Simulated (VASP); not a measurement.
Crystal: MgZn2O3.

```
Mg Zn O
1.0
    -1.62500    1.62500    6.90000
     1.62500   -1.62500    6.90000
     1.62500    1.62500   -6.90000
Mg Zn O
1 2 3
Direct
  0.00000 0.00000 0.00000
  0.66667 0.66667 0.00000
  0.33333 0.33333 0.00000
  0.75000 0.25000 0.50000
  0.08333 0.58333 0.50000
  0.41667 0.91667 0.50000
```

The cell was built by a generator and needn't be a form met in nature.

```yaml
Program: VASP 6.6.1
Task: relaxation of cell and atoms
Functional: PBE
Potentials_or_basis: VASP PAW PBE potentials, release 64 (Mg, Zn, O)
Cutoff: 520 eV
k_mesh: 6 × 6 × 6
Occupations: gaussian, width 0.15 eV
Spin: no spin polarisation
```

At the start: pressure 2.0 GPa; volume 12.15 Å³/atom.

Q: How do energy, volume and symmetry change on relaxing?

A: Over 5 steps the energy falls by 2.5 meV/atom and the volume is 12.32 Å³/atom (+1.4 %); space group I-4m2 (No. 119, to 0.05 Å).

Step by step:
```tsv
step	energy change (eV)	largest force (eV/Å)	pressure (GPa)	volume (Å³)
1	0.0000	0.3622	2.04	72.88
2	-0.0114	0.1095	-1.67	74.53
3	-0.0124	0.1347	-0.36	74.09
4	-0.0124	0.1176	-0.48	74.12
5	-0.0147	0.0763	-0.18	73.94
```

Final structure:
```yaml
crystal:
  lattice:
    - [-1.63500, 1.63500, 6.91464]
    - [1.63500, -1.63500, 6.91464]
    - [1.63500, 1.63500, -6.91464]
  atoms:
    - { symbol: Mg, position: [0.00000, 0.00000, 0.00000] }
    - { symbol: Zn, position: [0.66650, 0.66650, 0.00000] }
    - { symbol: Zn, position: [0.33350, 0.33350, 0.00000] }
    - { symbol: O, position: [0.75000, 0.25000, 0.50000] }
    - { symbol: O, position: [0.08183, 0.58183, 0.50000] }
    - { symbol: O, position: [0.41817, 0.91817, 0.50000] }
```

Caveat: the k mesh is coarse (spacing up to 0.46 Å⁻¹), so the values aren't converged.
